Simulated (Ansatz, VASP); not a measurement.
# Two plane-wave programs on BeS

```xyz
2
Lattice="0.0000 2.2971 2.2971 2.2971 0.0000 2.2971 2.2971 2.2971 0.0000" Properties=species:S:1:pos:R:3 pbc="T T T"
Be    0.0000    0.0000    0.0000
S     1.1486    1.1486    1.1486
```

Alike in both runs: task relaxation of the atoms; functional PBE; k mesh 10 × 10 × 10; occupations fermi-dirac, width 0.03 eV; no spin polarisation.

```csv
,VASP,Ansatz
version,VASP 6.6.1,Ansatz 0.2.0
potentials or method,"VASP PAW PBE potentials, release 64 (Be, S)","PAW with Ansatz's default frozen-core files, scalar-relativistic"
plane-wave cutoff (eV),520,420
valence electrons in the cell,8,8
```

```csv
,VASP,Ansatz,Ansatz less VASP
"gap on the k mesh at the Fermi level, each at its own relaxed structure (eV)",2.68,2.68,-0.001
```

Ansatz warned: «stress_scf_threshold_loose».

Caveats: the relaxation stopped at its first step, so nothing moved. A k mesh can miss the band edges. As with any semilocal functional, this PBE gap is likely too small.
